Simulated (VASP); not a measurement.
SnO2 (Cassiterite), 6 atoms in the cell. Symmetry: P4_2/mnm, No. 136, tetragonal system. The conventional cell has a = 4.738 Å, b = 4.738 Å, c = 3.187 Å, α = 90.00°, β = 90.00°, γ = 90.00°. Sn (site symmetry mmm) has 6 O at 2.05 to 2.06 Å as nearest neighbours. O (site symmetry m2m) has 3 Sn at 2.05 to 2.06 Å as nearest neighbours. 

* Program: VASP 6.6.1
* Task: band structure
* Functional: PBE
* Potentials or basis: VASP PAW PBE potentials, release 64 (Sn_d, O_h)
* Cutoff: 900 eV
* k mesh: 6 × 6 × 8
* Occupations: fermi-dirac, width 0.05 eV
* Spin: no spin polarisation
* Further INCAR settings: ALGO = Normal; EDIFF = 1e-07; NBANDS = 35

Potentials or basis: VASP PAW PBE potentials, release 64 (Sn_d, O_h).

The run is started by

```sh
$ cat potpaw_PBE.64/Sn_d/POTCAR potpaw_PBE.64/O_h/POTCAR > POTCAR
$ mpirun -np 1 vasp_std > vasp.out
```

Hardware: 1 thread of AMD EPYC 7R13 Processor (Zen 3) (shared host).

Task: How long does it take, and how much memory?

Result: Run time: 10 min on 1 thread of AMD EPYC 7R13 Processor (Zen 3) (shared host), peak memory 0.47 GiB. Counts: scf iterations 47, k points 50.
